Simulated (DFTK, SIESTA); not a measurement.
This is a calculation of SiC (Moissanite 6H) for SIESTA 5.4.2. 

File SiC.fdf:

```
SystemName                      SiC
SystemLabel                     SiC
NumberOfSpecies                 2
NumberOfAtoms                   12
%block ChemicalSpeciesLabel
  1  14 Si
  2   6 C
%endblock ChemicalSpeciesLabel

LatticeConstant                 1.0 Ang
%block LatticeVectors
     3.0950000000     0.0000000000     0.0000000000
    -1.5475000000     2.6803486247     0.0000000000
     0.0000000000     0.0000000000    15.1700000000
%endblock LatticeVectors
AtomicCoordinatesFormat         Fractional
%block AtomicCoordinatesAndAtomicSpecies
     0.6666666667     0.3333333333     0.4583000000  1  Si
     0.3333333333     0.6666666667     0.9583000000  1  Si
     0.6666666667     0.3333333333     0.7917000000  1  Si
     0.3333333333     0.6666666667     0.2917000000  1  Si
     0.0000000000     0.0000000000     0.6250000000  1  Si
     0.0000000000     0.0000000000     0.1250000000  1  Si
     0.6666666667     0.3333333333     0.3333000000  2  C
     0.3333333333     0.6666666667     0.8333000000  2  C
     0.6666666667     0.3333333333     0.6667000000  2  C
     0.3333333333     0.6666666667     0.1667000000  2  C
     0.0000000000     0.0000000000     0.5000000000  2  C
     0.0000000000     0.0000000000     0.0000000000  2  C
%endblock AtomicCoordinatesAndAtomicSpecies

%block kgrid.MonkhorstPack
   10   0   0  0.0
    0  10   0  0.0
    0   0   2  0.0
%endblock kgrid.MonkhorstPack
XC.Functional                   GGA
XC.Authors                      PBE
PAO.BasisSize                   DZP
PAO.EnergyShift                 0.003 Ry
Mesh.Cutoff                     500 Ry
OccupationFunction              FD
ElectronicTemperature           0.05 eV
MaxSCFIterations                120
SCF.MustConverge                false
SCF.Mixer.Method                Pulay
SCF.Mixer.Weight                0.25
SCF.Mixer.History               8
SCF.DM.Tolerance                5.0e-05
SCF.H.Tolerance                 1.0e-03 eV
WriteForces                     true
Charge.Mulliken                 end
Charge.Hirshfeld                end
Charge.Voronoi                  end
SaveRho                         true
SaveElectrostaticPotential      true
```

Potentials or basis: PseudoDojo 0.4 standard (PBE files), converted to PSML, two zetas on semicore shells, DZP (energy shift 0.003 Ry).

Command:

```sh
$ siesta SiC.fdf > SiC.out 2>&1
```

Q: Set up the same calculation for DFTK 0.8.2. Potentials or basis there: PseudoDojo SR PBE 0.4.1 standard (PBE), cutoff 1116 eV.

A: As run (cutoffs and basis follow the program's own potentials, and thresholds, step limits or extra output files can differ):

Contents of run.jl:

```julia
using DFTK
using PseudoPotentialData
using Unitful, UnitfulAtomic
using LinearAlgebra, Printf
include("save.jl")
disable_threading()

# lattice vectors are the columns
lattice = austrip(1u"Å") * [         3.095        -1.5475            0.0;
                      0.0   2.6803486247            0.0;
                      0.0            0.0          15.17]
symbols   = [:Si, :Si, :Si, :Si, :Si, :Si, :C, :C, :C, :C, :C, :C]
positions = [[0.6666666667, 0.3333333333, 0.4583],
             [0.3333333333, 0.6666666667, 0.9583],
             [0.6666666667, 0.3333333333, 0.7917],
             [0.3333333333, 0.6666666667, 0.2917],
             [0.0, 0.0, 0.625],
             [0.0, 0.0, 0.125],
             [0.6666666667, 0.3333333333, 0.3333],
             [0.3333333333, 0.6666666667, 0.8333],
             [0.6666666667, 0.3333333333, 0.6667],
             [0.3333333333, 0.6666666667, 0.1667],
             [0.0, 0.0, 0.5],
             [0.0, 0.0, 0.0]]
pseudopotentials = PseudoFamily("dojo.nc.sr.pbe.v0_4_1.standard.upf")
elements = Dict(s => ElementPsp(s, pseudopotentials) for s in unique(symbols))
atoms    = [elements[s] for s in symbols]

build_model(lattice, positions; symmetries=true) =
    model_DFT(lattice, atoms, positions;
              functionals=PBE(),
              temperature=austrip(0.05u"eV"),
              smearing=Smearing.FermiDirac(),
              symmetries)
Ecut  = 41.0  # hartree
kgrid = [10, 10, 2]
tol   = 1e-6
to_GPa = ustrip(uconvert(u"GPa", 1u"hartree/bohr^3"))

model = build_model(lattice, positions)
basis = PlaneWaveBasis(model; Ecut, kgrid)
display(basis)
scfres = self_consistent_field(basis;
                               tol,
                               nbandsalg=AdaptiveBands(model; n_bands_converge=30))
display(scfres.energies)
@printf "Fermi level: %.6f eV\n" ustrip(auconvert(u"eV", something(scfres.εF, NaN)))
forces = compute_forces_cart(scfres)
println("Forces (eV/Å)")
for (s, f) in zip(symbols, forces)
    @printf "%-3s %12.6f %12.6f %12.6f\n" s ustrip.(auconvert.(u"eV/Å", f))...
end
stress = compute_stresses_cart(scfres)
println("Stress (GPa)")
display(round.(stress * to_GPa; digits=4))
println("Levels at the first k-point (eV): ", round.(ustrip.(auconvert.(u"eV", scfres.eigenvalues[1][1:scfres.n_bands_converge])); digits=4))
save_scf!(scfres; forces, stress)
```

Potentials or basis: dojo.nc.sr.pbe.v0_4_1.standard.upf (PBE).

Command:

```console
$ julia --threads=1 run.jl  # save.jl only writes the numbers to a file and isn't shown; printed stress counts tension as positive; times include loading and compiling
```

Both were run:

|  | SIESTA | DFTK |
| --- | --- | --- |
| Pressure | 3.1 GPa | 0.2 GPa |
| Largest force | 0.139 eV/Å | 0.140 eV/Å |

Pressure is positive in compression.
